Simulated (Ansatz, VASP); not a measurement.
AlRu in VASP and in Ansatz

Contents of INCAR:

```
PREC     = Accurate       # precision mode
ENCUT    = 600            # plane-wave cutoff, eV
EDIFF    = 1E-6           # SCF threshold, eV
ISMEAR   = -1             # smearing method
SIGMA    = 0.05           # smearing width, eV
LREAL    = F              # projectors in reciprocal space
LASPH    = T              # aspherical terms in the spheres
NELM     = 60             # most SCF steps
ALGO     = Normal         # electronic algorithm
ISIF     = 3              # what is computed and relaxed
LWAVE    = F              # write WAVECAR
LCHARG   = F              # write CHGCAR
GGA      = PE             # functional
IBRION   = 2              # ionic algorithm
NSW      = 40             # ionic steps
EDIFFG   = -0.02          # ionic threshold
```

KPOINTS

```
Automatic mesh
0
Gamma
  9 9 9
```

File POSCAR:

```
AlRu
1.0
    2.9916000000      0.0000000000      0.0000000000
    0.0000000000      2.9916000000      0.0000000000
    0.0000000000      0.0000000000      2.9916000000
Ru Al
1 1
Direct
    0.5000000000      0.5000000000      0.5000000000
    0.0000000000      0.0000000000      0.0000000000
```

Contents of input.yaml:

```yaml
crystal:
  lattice:
    - [2.9916, 0.0, 0.0]
    - [0.0, 2.9916, 0.0]
    - [0.0, 0.0, 2.9916]
  atoms:
    - { symbol: Ru, position: [0.5, 0.5, 0.5] }
    - { symbol: Al, position: [0.0, 0.0, 0.0] }
hamiltonian:
  xc: pbe
  pseudopotentials: { kind: paw }
kpoints:
  mp_grid: { grid: [9, 9, 9] }
scf:
  occupations: { method: fermi_dirac, width: 0.05 }
output:
  forces: true
  stress: true
  eigenvalues: true
  write_density: true
  write_potential: true
  elf: true
  volumetric_format: npy
relax:
  f_tol: 0.01
  max_steps: 40
  cell: { stress_tol: 0.05 }
```

Alike in both runs: task relaxation of cell and atoms; functional PBE; k mesh 9 × 9 × 9; occupations fermi-dirac, width 0.05 eV; no spin polarisation.

|  | VASP | Ansatz |
| --- | --- | --- |
| version | VASP 6.6.1 | Ansatz 0.2.0 |
| potentials or method | VASP PAW PBE potentials, release 64 (Ru_pv, Al) | Ansatz PAW |
| plane-wave cutoff (eV) | 600 | 420 |
| valence electrons in the cell | 17 | 19 |

VASP gave:

| Item | Value |
| --- | --- |
| gap on the k mesh at the Fermi level, each at its own relaxed structure (eV) | none |
| relaxed volume (Å³/atom) | 13.55 |
| relaxed cell length with the largest relative difference (Å) | 3.003 |
| energy change over the relaxation (meV/atom) | -1 |

**Question.** Estimate Ansatz's values.

**Answer.** gap on the k mesh at the Fermi level, each at its own relaxed structure (eV): none; relaxed volume (Å³/atom): 13.55; relaxed cell length with the largest relative difference (Å): 3.004; energy change over the relaxation (meV/atom): -1.

A gap of «none» marks a metal or a gap that the smearing closes. The two sets of potentials don't hold the same shells in valence.

Caveats: the plane-wave basis is chosen anew once the cell has moved, so the energies of steps on either side of that aren't comparable (Ansatz). PBE usually gives volumes a little too large and moduli too small. Zero-point motion and thermal expansion aren't in these numbers.
